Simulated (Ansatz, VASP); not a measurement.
## CdS: VASP beside Ansatz

```xyz
2
Lattice="0.0000 2.9100 2.9100 2.9100 0.0000 2.9100 2.9100 2.9100 0.0000" Properties=species:S:1:pos:R:3 pbc="T T T"
Cd    0.0000    0.0000    0.0000
S     4.3650    4.3385    4.3385
```

Change from the starting cell: all S atoms moved +0.037 Å, as atom 2 towards its neighbour atom 2 (S) at 4.115 Å.

Alike in both runs: task single point; functional PBE; k mesh 8 × 8 × 8; occupations gaussian, width 0.05 eV; no spin polarisation.

|  | VASP | Ansatz |
| --- | --- | --- |
| version | VASP 6.6.1 | Ansatz 0.2.0 |
| potentials or method | VASP PAW PBE potentials, release 64 (Cd, S) | scalar-relativistic, plane waves, PAW |
| plane-wave cutoff (eV) | 520 | 420 |
| valence electrons in the cell | 18 | 26 |

|  | VASP | Ansatz | Ansatz less VASP |
| --- | --- | --- | --- |
| gap on the k mesh at the Fermi level (eV) | 1.16 | 1.15 | -0.005 |
| least direct gap on the mesh (eV) | 1.16 | 1.15 | -0.005 |
| pressure (GPa) | 3.7 | 3.3 | -0.37 |
| largest component of the traceless stress (GPa) | 0.65 | 0.62 | -0.024 |
| rms of the force components (eV/Å) | 0.117 | 0.114 | -0.0031 |

Atom by atom the forces differ by 0.003 eV/Å (rms over components). The two sets of potentials don't hold the same shells in valence.
